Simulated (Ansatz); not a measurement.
GaN under strain: 69Ga NMR of the central transition

Cell: a structure deposited in the COD, relaxed with PBE at fixed cell and then changed (z stretched by 1 %, ions relaxed).

```yaml
crystal:
  lattice:
    - [3.18000, 0.00000, 0.00000]
    - [-1.59000, 2.75396, 0.00000]
    - [0.00000, 0.00000, 5.21766]
  atoms:
    - { symbol: Ga, position: [0.33333, 0.66667, 0.00479] }
    - { symbol: Ga, position: [0.66667, 0.33333, 0.50479] }
    - { symbol: N, position: [0.33333, 0.66667, 0.38021] }
    - { symbol: N, position: [0.66667, 0.33333, 0.88021] }
```

Atom numbers follow the list; atoms alike are taken as one site, whose name carries the number of the first.

Computed with Ansatz: DFT, PBE, plane waves and PAW, scalar-relativistic, 420 eV cutoff, Γ-centred 11×11×6 k-points, Fermi–Dirac smearing 0.02 eV.

69Ga has I = 3/2 and Q = 171.0 mb (Pyykkö 2018); at 7.05 T its Larmor frequency is ν₀ = 72.2 MHz. Only the quadrupole interaction is simulated: positions count from each site's isotropic chemical shift, and J coupling is left out, as are shift anisotropy and dipolar coupling, which fast spinning averages.

Problem. Simulate the second-order pattern (fast magic-angle spinning, Gaussian broadening 0.1 kHz) of site Ga (4 N at 1.95–1.96 Å).

Solution. The calculation gives C_Q = 2.26 MHz and η = 0.00, so ν_Q = 1.13 MHz and the centre of gravity lies at -24.5 ppm (-1.77 kHz).

| offset (kHz) | height |
| --- | --- |
| -4.621 | 0 |
| -4.513 | 0 |
| -4.404 | 3 |
| -4.296 | 4 |
| -4.187 | 4 |
| -4.079 | 4 |
| -3.970 | 5 |
| -3.862 | 5 |
| -3.753 | 5 |
| -3.644 | 5 |
| -3.536 | 5 |
| -3.427 | 5 |
| -3.319 | 5 |
| -3.210 | 5 |
| -3.102 | 6 |
| -2.993 | 6 |
| -2.885 | 9 |
| -2.776 | 68 |
| -2.667 | 69 |
| -2.559 | 47 |
| -2.450 | 40 |
| -2.342 | 36 |
| -2.233 | 35 |
| -2.125 | 32 |
| -2.016 | 32 |
| -1.908 | 32 |
| -1.799 | 31 |
| -1.691 | 31 |
| -1.582 | 32 |
| -1.473 | 33 |
| -1.365 | 34 |
| -1.256 | 36 |
| -1.148 | 39 |
| -1.039 | 42 |
| -0.931 | 49 |
| -0.822 | 61 |
| -0.714 | 100 |
| -0.605 | 66 |
| -0.496 | 1 |
| -0.388 | 0 |

An axis of threefold or higher order runs through Ga, so V_zz lies along it and η is zero.

At this changed cell the PBE pressure is 5 GPa.
